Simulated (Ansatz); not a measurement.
Crystals in the rock-salt structure, computed with LDA in Ansatz (plane-wave DFT, scalar-relativistic, harmonic phonons, no LO–TO term at Γ; fixed occupations; no spin; PAW, where unfrozen means all-electron datasets; each on its own modest k mesh, which can be coarse for ε∞).

```csv
crystal,cell,k mesh,potentials,phonons by,Å³/atom,top Γ mode (cm⁻¹),"lowest mode at X = [0.5, 0, 0.5] (cm⁻¹)","top mode at X = [0.5, 0, 0.5] (cm⁻¹)",mean ε∞,mean Born charge of the element in brackets (e)
LiF [Li],relaxed,6×6×6,hand-made PAW,linear response,7.47,?,?,?,?,?
MgO [Mg],relaxed,6×6×6,hand-made PAW,linear response,9.01,408,292,553,3.18,1.97
CaO [Ca],relaxed,6×6×6,hand-made PAW,linear response,13.05,290,205,393,3.87,2.37
SrO [Sr],relaxed,6×6×6,hand-made PAW,linear response,16.24,216,126,311,3.87,2.47
BaO [Ba],relaxed,6×6×6,hand-made PAW,linear response,20.06,?,?,?,?,?
BaS [Ba],relaxed,6×6×6,hand-made PAW,linear response,30.83,151,63,178,5.09,2.63
```

**Question.** Estimate the entries marked ?.

**Answer.** LiF: top Γ mode (cm⁻¹) 341, lowest mode at X = [0.5, 0, 0.5] (cm⁻¹) 252, top mode at X = [0.5, 0, 0.5] (cm⁻¹) 482, mean ε∞ 2.12, mean Born charge of the element in brackets (e) 1.04. BaO: top Γ mode (cm⁻¹) 86, lowest mode at X = [0.5, 0, 0.5] (cm⁻¹) 72, top mode at X = [0.5, 0, 0.5] (cm⁻¹) 155, mean ε∞ 4.27, mean Born charge of the element in brackets (e) 2.80.
